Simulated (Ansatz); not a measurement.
The system is Tc.

```
CELL_PARAMETERS angstrom
0.00000 1.95000 1.95000
1.95000 0.00000 1.95000
1.95000 1.95000 0.00000
ATOMIC_POSITIONS crystal
Tc 0.00000 0.00000 0.00000
```

This isn't the form of Tc at room conditions, which is hcp.

```yaml
Program: Ansatz 0.2.0
Task: relaxation of cell and atoms
Functional: PBE
Dispersion: D4
Potentials_or_basis: all-electron LAPW, scalar-relativistic
Basis_error_allowed: 0.001 eV/atom
k_mesh: 12 × 12 × 12
Occupations: fermi-dirac, width 0.05 eV
Spin: no spin polarisation
```

At the start: volume 14.83 Å³/atom.

Question: How do energy, volume and symmetry change on relaxing?

Answer: Over 5 steps the energy falls by 24.6 meV/atom and the volume is 14.21 Å³/atom (-4.2 %); space group Fm-3m (No. 225, to 0.05 Å).

The path:
| step | energy change (eV) | largest force (eV/Å) | volume (Å³) |
| --- | --- | --- | --- |
| 1 | 0.0000 | 0.0000 | 14.83 |
| 2 | -0.0242 | 0.0000 | 14.28 |
| 3 | -0.0246 | 0.0000 | 14.20 |
| 4 | -0.0246 | 0.0000 | 14.21 |
| 5 | -0.0246 | 0.0000 | 14.21 |

Final structure:
```cif
data_structure
_symmetry_space_group_name_H-M 'P 1'
_symmetry_Int_Tables_number 1
_cell_length_a 2.7187
_cell_length_b 2.7187
_cell_length_c 2.7187
_cell_angle_alpha 60.000
_cell_angle_beta 60.000
_cell_angle_gamma 60.000
_cell_volume 14.21
loop_
_atom_site_label
_atom_site_type_symbol
_atom_site_fract_x
_atom_site_fract_y
_atom_site_fract_z
_atom_site_occupancy
Tc1 Tc 0.00000 0.00000 0.00000 1
```
